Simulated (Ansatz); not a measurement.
L1₀ (CuAu-type) CoPt was calculated with r²SCAN0 (PAW; Ansatz, a first-principles code).

The input as run:

Ansatz 0.2 input:
```yaml
crystal:
  lattice:
    - [2.8558638775, 0.0, 0.0]
    - [0.0, 2.8558638775, 0.0]
    - [0.0, 0.0, 3.4725938401]
  atoms:
    - { symbol: Co, position: [0.0, 0.0, 0.0], spin: 2.0 }
    - { symbol: Pt, position: [0.5, 0.5, 0.5], spin: 0.0 }
basis:
  ecutwfc: 520
  ecutrho_ratio: 4
  xc_grid: 3
kpoints:
  mp_grid: { grid: [10, 10, 8] }
hamiltonian:
  xc: r2scan0
  dispersion: none
  pseudopotentials: { kind: paw }
scf:
  occupations: { method: fermi_dirac, width: 0.05 }
  convergence: { dr2_threshold: 0.0000000002 }
output:
  forces: true
  stress: true
  eigenvalues: true
magnetization:
  spin_polarized: true
```

Excerpt of the program's output:

```
WARN output.stress: scf.exx.energy_threshold = 1e-6 eV is looser than the 2e-8 eV advised for a stress under a hybrid functional (1e-8 eV for each atom of the …
Crystal: 2 atoms, lattice volume = 28.322 Å³
Basis set: ecut = 520 eV, 773 PW (Γ), exchange–correlation on 72×72×81 points (27 copies of the dense FFT grid, shifted against one another)
Bands: 23, of which v1, the nominal top of the filled ones, is band 18 counted from 1 (17 counted from 0)
Symmetry: 16 space group operations
Space group: P4/mmm (ITA 123), of the structure as read, at distance tolerance 3.0e-5 Å
k-points: 105 of 800
Initial density: superposition of atomic densities (chi_scale 0.1, normalization cell)
Functional: x = r2scan, c = r2scan; τ floored in thin density (d = 2e-4 eV/Å³), warm-up for x = 0.75 r2scan + 0.25 exact, c = r2scan; τ floored in thin density (d = 2e-4 eV/Å³)
SCF 1 converged in 33 iterations: F = -17668.507775 eV  dr2 = 1.14e-12
Crystal: 2 atoms, lattice volume = 28.322 Å³
Initial density: handed on by an earlier stage of this run
Functional: x = 0.75 r2scan + 0.25 exact, c = r2scan; τ floored in thin density (d = 2e-4 eV/Å³)
SCF 2 converged in 10 iterations: F = -17662.574152 eV  dr2 = 2.59e-11
Crystal: 2 atoms, lattice volume = 28.322 Å³
  ...
Crystal: 2 atoms, lattice volume = 28.322 Å³
SCF 13 converged in 15 iterations: F = -17662.728239 eV  dr2 = 8.56e-12
hybrid outer 12: dexx = +4.349e-6 eV, tail = inf eV, magnetization grown 1.0052 times (not accepted), Δε = 2.24e-2 eV (about 2.95e-3 eV left of the loop's levels)
Crystal: 2 atoms, lattice volume = 28.322 Å³
SCF 14 converged in 2 iterations: F = -17662.728239 eV  dr2 = 2.85e-11
Crystal: 2 atoms, lattice volume = 28.322 Å³
Crystal: 2 atoms, lattice volume = 28.322 Å³
SCF 16 converged in 2 iterations: F = -17662.728239 eV  dr2 = 1.79e-10
Crystal: 2 atoms, lattice volume = 28.322 Å³
Crystal: 2 atoms, lattice volume = 28.322 Å³
SCF 18 converged in 6 iterations: F = -17662.728239 eV  dr2 = 1.66e-11
Crystal: 2 atoms, lattice volume = 28.322 Å³
Crystal: 2 atoms, lattice volume = 28.322 Å³
SCF 20 converged in 8 iterations: F = -17662.728239 eV  dr2 = 1.03e-10
Crystal: 2 atoms, lattice volume = 28.322 Å³
Crystal: 2 atoms, lattice volume = 28.322 Å³
SCF 22 converged in 6 iterations: F = -17662.728239 eV  dr2 = 7.80e-11
Magnetization: 2.6822 μB (18.8411 up, 16.1589 down)
Free energy (F): -17662.728239 eV
Internal energy: -17662.726244 eV  (E = F + TS)
E sigma→0 (E₀):  -17662.727241 eV
Fermi energy:    19.268361 eV
--- Forces (eV/Å), atoms counted from 1 ---
  atom   1  Co     0.00000000     0.00000000     0.00000000
  atom   2  Pt     0.00000000    -0.00000000    -0.00000000
--- Stress (GPa, compression-positive) ---
       -9.892816      -0.000000      -0.000000
       -0.000000      -9.892816      -0.000000
       -0.000000      -0.000000      -2.636972
  P = ⅓ Tr σ = -7.4742 GPa (-74.742 kbar)
```

The PAW data were made under PBE.

Computing time: roughly 70 core-minutes.
